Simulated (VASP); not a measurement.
Output of a VASP run:

File OSZICAR:
```
       N       E                     dE             d eps       ncg     rms          rms(c)
DAV:   1     0.834777617625E+02    0.83478E+02   -0.86249E+03   520   0.144E+03
DAV:   2     0.419228687349E+00   -0.83059E+02   -0.79978E+02   545   0.263E+02
DAV:   3    -0.463091524413E+01   -0.50501E+01   -0.50268E+01   655   0.641E+01
DAV:   4    -0.470874013505E+01   -0.77825E-01   -0.77807E-01   621   0.770E+00
DAV:   5    -0.471032250193E+01   -0.15824E-02   -0.15824E-02   641   0.934E-01    0.432E+00
DAV:   6    -0.455880438043E+01    0.15152E+00   -0.50384E-01   715   0.185E+01    0.340E+00
DAV:   7    -0.455252739622E+01    0.62770E-02   -0.10158E-01   600   0.348E+00    0.134E+00
DAV:   8    -0.455534456993E+01   -0.28172E-02   -0.57902E-03   623   0.716E-01    0.356E-01
DAV:   9    -0.455629448269E+01   -0.94991E-03   -0.17954E-03   545   0.332E-01    0.120E-01
DAV:  10    -0.455650958862E+01   -0.21511E-03   -0.30577E-04   613   0.123E-01    0.274E-02
DAV:  11    -0.455655962426E+01   -0.50036E-04   -0.11786E-04   560   0.751E-02    0.286E-02
DAV:  12    -0.455656458418E+01   -0.49599E-05   -0.51608E-06   610   0.177E-02    0.616E-03
DAV:  13    -0.455656764311E+01   -0.30589E-05   -0.84736E-06   545   0.170E-02    0.311E-03
DAV:  14    -0.455656798706E+01   -0.34395E-06   -0.25994E-07   445   0.440E-03
   1 F= -.45565680E+01 E0= -.45565680E+01  d E =-.455657E+01
```

### OUTCAR
```
------------------------ aborting loop because EDIFF is reached ----------------------------------------
  FORCE on cell =-STRESS in cart. coord.  units (eV):
  Direction    XX          YY          ZZ          XY          YZ          ZX
  --------------------------------------------------------------------------------------
  Total        0.0043005      0.0043005      0.0043005     -0.0000000     -0.0000000     -0.0000000
  in kB        0.1119395      0.1119395      0.1119395     -0.0000000     -0.0000000     -0.0000000
  external PRESSURE =       0.1119395 kB  Pullay stress =       0.0000000 kB
  volume of cell :       61.55
      direct lattice vectors                 reciprocal lattice vectors
     0.000000000  3.133804608  3.133804608    -0.159550471  0.159550471  0.159550471
     3.133804608  0.000000000  3.133804608     0.159550471 -0.159550471  0.159550471
     3.133804608  3.133804608  0.000000000     0.159550471  0.159550471 -0.159550471
 POSITION                                       TOTAL-FORCE (eV/Angst)
 -----------------------------------------------------------------------------------
      0.00000      0.00000      0.00000         0.000000      0.000000      0.000000
      1.56690      1.56690      1.56690        -0.000000     -0.000000     -0.000000
 -----------------------------------------------------------------------------------
    total drift:                               -0.000000     -0.000000     -0.000000
  FREE ENERGIE OF THE ION-ELECTRON SYSTEM (eV)
  ---------------------------------------------------
  free  energy   TOTEN  =        -4.5565679871 eV

  energy  without entropy=       -4.5565679871  energy(sigma->0) =       -4.55656799

 reached required accuracy - stopping structural energy minimisation
```
(Selected blocks of OUTCAR.)

### POSCAR
```
ZnTe
1
    0.0000000000     3.1338046082     3.1338046082
    3.1338046082     0.0000000000     3.1338046082
    3.1338046082     3.1338046082     0.0000000000
Zn Te
1 1
Direct
  0.0000000000   0.0000000000   0.0000000000
  0.2500000000   0.2500000000   0.2500000000
```

**Question.** Reconstruct the remaining input files.

**Answer.** This is not unique; one that fits is the input of the run itself, RPBE GGA, plane waves, VASP's PBE PAW potentials (set 64).

### INCAR
```
NELM  =  100
ALGO  =  Normal
EDIFF  =  1E-6   ! SCF stop (eV)
LASPH  =  .True.   ! aspherical one-centre terms
LCHARG  =  .False.
ISIF  =  3
EDIFFG  =  -0.01
NSW  =  60
SIGMA  =  0.05
LMAXMIX  =  4
SYSTEM  =  ZnTe
LWAVE  =  .False.
LREAL  =  .False.   ! projection in real space or not
PREC  =  Accurate
IBRION  =  2
GGA  =  RP
ENCUT  =  520   ! plane-wave cut-off (eV)
ISMEAR  =  0   ! Gaussian
```

### KPOINTS
```
Automatic
0
G
7 7 7
```

POTCAR, in this order: Zn Te (PBE.64 set). Program: vasp_std.

The compound is ZnTe in the zinc blende structure. It was relaxed first, which changed the volume by +8 %. The start is the result of an earlier pass.
